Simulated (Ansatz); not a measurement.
**Response of Ga to small distortions**

```
Ga
1.0
     1.38300   -4.02650    0.00000
     1.38300    4.02650    0.00000
    -0.11745    0.00000    3.32993
Ga
2
Direct
  0.86900 0.13100 0.25000
  0.13100 0.86900 0.75000
```

Atom numbers follow the list: Ga1, Ga2.

Structure: COD 9011089, as refined from experiment and not relaxed.

Method: DFT, PBE, all-electron LAPW, scalar-relativistic (Ansatz 0.2.0).

Settings: a Γ-centred 14×14×11 k mesh, Fermi–Dirac smearing of 0.03 eV, basis error target 0.5 meV/atom, no spin polarisation.

The unchanged cell is at 1.76 GPa.

In a metal, stresses and small energies carry noise from the k mesh.

x, y and z are the Cartesian axes of the cell as listed; fractional coordinates follow a strain, and an engineering shear is twice the off-diagonal strain component.

(1) One change gave: energy change under 1 meV/atom; stress change (xx, yy, zz, yz, xz, xy) 0.03, 0.09, -0.03, -0.45, -0.09, -0.32 GPa, compression positive. Which change was it?
A. equal xy, yz and zx engineering shear strains of +3 %
B. equal xy, yz and zx engineering shear strains of -3 %
C. equal xy, yz and zx engineering shear strains of +1 %
D. equal xy, yz and zx engineering shear strains of +2 %
E. equal xy, yz and zx engineering shear strains of -1 %
F. equal xy, yz and zx engineering shear strains of -2 %

## Answers

(1) C. For equal xy, yz and zx engineering shear strains of -3 %: energy change +5 meV/atom; stress change (xx, yy, zz, yz, xz, xy) 0.17, 0.47, 0.12, 1.29, 0.29, 0.82 GPa, compression positive; change of the force on Ga1 (-0.020, -0.018, 0.012) eV/Å. For equal xy, yz and zx engineering shear strains of -1 %: energy change under 1 meV/atom; stress change (xx, yy, zz, yz, xz, xy) -0.05, 0.16, -0.03, 0.54, 0.24, 0.37 GPa, compression positive. For equal xy, yz and zx engineering shear strains of +2 %: energy change +2 meV/atom; stress change (xx, yy, zz, yz, xz, xy) 0.11, 0.29, -0.08, -0.80, 0.03, -0.65 GPa, compression positive; change of the force on Ga1 (0.011, -0.002, -0.018) eV/Å. For equal xy, yz and zx engineering shear strains of -2 %: energy change +2 meV/atom; stress change (xx, yy, zz, yz, xz, xy) -0.02, 0.40, -0.03, 0.90, 0.31, 0.63 GPa, compression positive; change of the force on Ga1 (-0.012, -0.012, 0.010) eV/Å. For equal xy, yz and zx engineering shear strains of +3 %: energy change +4 meV/atom; stress change (xx, yy, zz, yz, xz, xy) 0.16, 0.52, -0.03, -1.19, 0.26, -0.84 GPa, compression positive; change of the force on Ga1 (0.013, -0.007, -0.029) eV/Å.
